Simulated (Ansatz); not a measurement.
Input for Ansatz (plane-wave DFT, PAW):

```yaml
crystal:
  lattice:
    - [0.011152932, 2.593390764, 2.610557028]
    - [2.520896706, 0.015136122, 2.606573838]
    - [2.565354246, 2.633865114, -0.029321418]
  atoms:
    - { symbol: Sr, position: [-0.0265701611, 0.0234726438, -0.00968947] }
    - { symbol: O, position: [0.5265701611, 0.4765273562, 0.50968947] }
basis:
  ecutwfc: 420
kpoints:
  mp_grid: { grid: [8, 8, 8] }
hamiltonian:
  xc: pbe
scf:
  occupations: { method: gaussian, width: 0.02 }
output:
  forces: true
  stress: true
  eigenvalues: true
```

Run as
```bash
ansatz run input.yaml --threads 1 --pin off --max-ram 1331MiB --backend cpu --events-out ev --progress --plain --runs-dir out
```

Method: DFT PBE, scalar-relativistic, plane waves, PAW in Ansatz.

Part of what the program printed, abridged:

```
Pseudopotentials: kind: paw
Pseudopotential: Sr, paw, valence charge 10, recommended cutoff 420 eV (normal)
Pseudopotential: O, paw, valence charge 6, recommended cutoff 420 eV (normal)
Functional definition: PBE
Crystal: 2 atoms, lattice volume = 34.689 Å³
Basis set: ecut = 420 eV, 675 PW (Γ), exchange–correlation on 50×50×50 points (8 copies of the dense FFT grid, shifted against one another)
Bands: 12, of which v1, the nominal top of the filled ones, is band 8 counted from 1 (7 counted from 0)
Symmetry: 1 space group operations
Space group: P1 (ITA 1), of the structure as read, at distance tolerance 3.3e-5 Å
k-points: 260 of 512 (time reversal used)
Initial density: superposition of atomic densities (neutral atoms: chi_scale 0, normalization atom), corrected by the library's trained network
Initial wavefunctions: pseudopotential atomic-orbital guess
Functional: x = pbe(κ = 0.804, μ = 0.21951497), c = pbe(β = 0.06672455)
SCF iter   1: F=—  HF=-4114.575174 eV  |F-HF|=—  |Δ(HF+E_count)|=         —  Δρ=4.85e-4  dr2=2.65e-5  ethr=1.77e-3  ⟨swp⟩=9.2  Hψ=26091  notcnv=0
SCF iter   2: F=—  HF=-4114.575999 eV  |F-HF|=—  |Δ(HF+E_count)|=   8.25e-4  Δρ=4.29e-4  dr2=6.52e-5  ethr=1.66e-7  ⟨swp⟩=3.8  Hψ=10365  notcnv=0
SCF iter   3: F=—  HF=-4114.576036 eV  |F-HF|=—  |Δ(HF+E_count)|=   3.72e-5  Δρ=1.50e-4  dr2=3.95e-6  ethr=1.66e-7  ⟨swp⟩=2.1  Hψ=3977  notcnv=0
SCF iter   4: F=—  HF=-4114.576056 eV  |F-HF|=—  |Δ(HF+E_count)|=   1.98e-5  Δρ=5.66e-5  dr2=7.04e-7  ethr=2.47e-8  ⟨swp⟩=3.0  Hψ=5053  notcnv=0
SCF iter   5: F=—  HF=-4114.576057 eV  |F-HF|=—  |Δ(HF+E_count)|=   7.04e-7  Δρ=1.94e-5  dr2=1.13e-7  ethr=4.40e-9  ⟨swp⟩=2.5  Hψ=4259  notcnv=0
SCF iter   6: F=-4114.576057 eV  HF=-4114.576057 eV  |F-HF|=7.24e-9  |Δ(HF+E_count)|=   2.09e-8  Δρ=5.06e-6  dr2=9.10e-9  ethr=6.25e-10  ⟨swp⟩=5.2  Hψ=11046  notcnv=0
SCF 1 converged in 6 iterations: F = -4114.576057 eV  dr2 = 9.10e-9
SCF converged after 6 iterations
Free energy (F): -4114.576057 eV
Harris-Foulkes:  -4114.576057 eV  (|F-HF|=7.24e-9)
Internal energy: -4114.576057 eV  (E = F + TS)
E sigma→0 (E₀):  -4114.576057 eV
Fermi energy:    9.400643 eV
--- Per-component energies (eV) ---
  E_band       = -61.904625
  E_kinetic    = 422.935979
  E_local      = -878.413311  (includes V_loc(G=0)·N_el)
  E_nonlocal   = 250.138265
  E_hartree    = 239.217181
  E_xc         = -249.342947
  E_vxc        = -259.124099  (∫ρ·V_xc dr)
  E_paw        = -2852.333063  (= ΣΔE_a)
  E_vpaw       = -75.876885  (= ΣTr[D̂ρ^β])
  E_aug_tail   = 0.002397  (compensation charges beyond the density's cutoff)
  E_ewald      = -1046.780557
  E_smearing   =  0.000000  (= −TS)
--- Forces (eV/Å), atoms counted from 1 ---
  atom   1  Sr    -0.18927143     0.39131655     0.01872553
  atom   2  O      0.18928494    -0.39135414    -0.01872704
--- Stress (GPa, compression-positive) ---
        3.606090      -0.956380       0.746026
       -0.956380       3.159104       0.493442
        0.746026       0.493442      -0.812342
  P = ⅓ Tr σ = 1.9843 GPa (19.843 kbar)
--- Band table (eV; the first three rows and the last of 260) ---
  k-point 0: bands = ["-24.6369", "-7.4351", "-6.3096", "-6.2942", "-6.2067", "7.5735", "7.6069", "7.6760", "11.5251", "13.8024", "14.0371", "14.2993"]
  k-point 1: bands = ["-24.6197", "-7.7675", "-6.3334", "-6.3040", "-5.9030", "7.1295", "7.4629", "7.5609", "12.1789", "13.6576", "14.2664", "14.5167"]
  k-point 2: bands = ["-24.5776", "-8.3114", "-6.3637", "-6.3234", "-5.4601", "6.3940", "7.1222", "7.2242", "13.4268", "13.8037", "14.9497", "15.1654"]
  k-point 259: bands = ["-24.5078", "-8.8563", "-6.4220", "-6.3659", "-5.0953", "5.6191", "6.5901", "6.7440", "14.1532", "15.6763", "16.3207", "16.8235"]
```

The calculation finished and met its thresholds.